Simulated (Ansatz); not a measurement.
# TlBr: the cost of one run

Method: DFT PBE, scalar-relativistic, plane waves, PAW, in Ansatz 0.2.0.

## 1. The structure to begin with

It takes space group Pm-3m (No. 221, cubic). Conventional cell: a = 3.970 Å, b = 3.970 Å, c = 3.970 Å, α = 90.00°, β = 90.00°, γ = 90.00°. Around Tl (site symmetry m-3m) lie 8 Br at 3.44 Å. Around Br (site symmetry m-3m) lie 8 Tl at 3.44 Å.

Coordinates:

```xyz
2
Lattice="3.9700 0.0000 0.0000 0.0000 3.9700 0.0000 0.0000 0.0000 3.9700" Properties=species:S:1:pos:R:3 pbc="T T T"
Tl    0.0000    0.0000    0.0000
Br    1.9850    1.9850    1.9850
```

(A quick probe on a coarse mesh, which set the mesh and smearing, is not shown.)

## 3. Full relaxation

Contents of input.yaml:

```yaml
crystal:
  lattice:
    - [3.970000571, 0.0, 0.0]
    - [0.0, 3.970000571, 0.0]
    - [0.0, 0.0, 3.970000571]
  atoms:
    - { symbol: Tl, position: [0.0, 0.0, 0.0] }
    - { symbol: Br, position: [0.5, 0.5, 0.5] }
basis:
  ecutwfc: 420
kpoints:
  mp_grid: { grid: [8, 8, 8] }
hamiltonian:
  xc: pbe
scf:
  occupations: { method: gaussian, width: 0.02 }
output:
  forces: true
  stress: true
  eigenvalues: true
relax:
  adjacent_minimum: "off"
  f_tol: 0.005
  max_steps: 80
  cell: { stress_tol: 0.05 }
```

Started as:

```bash
ansatz run input.yaml --threads 2 --pin off --max-ram 5632MiB --backend cpu --events-out ev --progress --plain --runs-dir out
```

**Question.** How long does this run take on 2 threads of Arm Neoverse V1, shared host, and how much memory does it need?

About 6.1 s, with a peak of 0.27 GiB.
